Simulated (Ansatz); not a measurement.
Problem. BeO in space group P6_3mc (No. 186; Be on 2a, Be on 2b, O on 2a, O on 2b) is relaxed with the program Ansatz at the LDA level (PAW). What lattice parameters of the conventional cell result?

Solution. a = 2.661 Å, c = 8.670 Å.

Problem. Give the free coordinates with the occupied sites.

Solution. In one choice of origin and axes:

```tsv
atom	site	symmetry	x	y	z
Be	2a	3m.	0.0000	0.0000	0.0008
Be	2b	3m.	0.3333	0.6667	0.2502
O	2a	3m.	0.0000	0.0000	0.3124
O	2b	3m.	0.3333	0.6667	0.0623
```

Problem. Is it a metal or does it have a gap at this level?

Solution. A gap of 7.68 eV, indirect.

The cell is a constructed one: a structure type filled with these elements. Its sites differ from those of the usual phase in this space group: another stacking or structure type. The LDA relaxation kept the symmetry of its start; phonons on a q-mesh show no instability.

Potentials: the later of the program's two PAW sets.
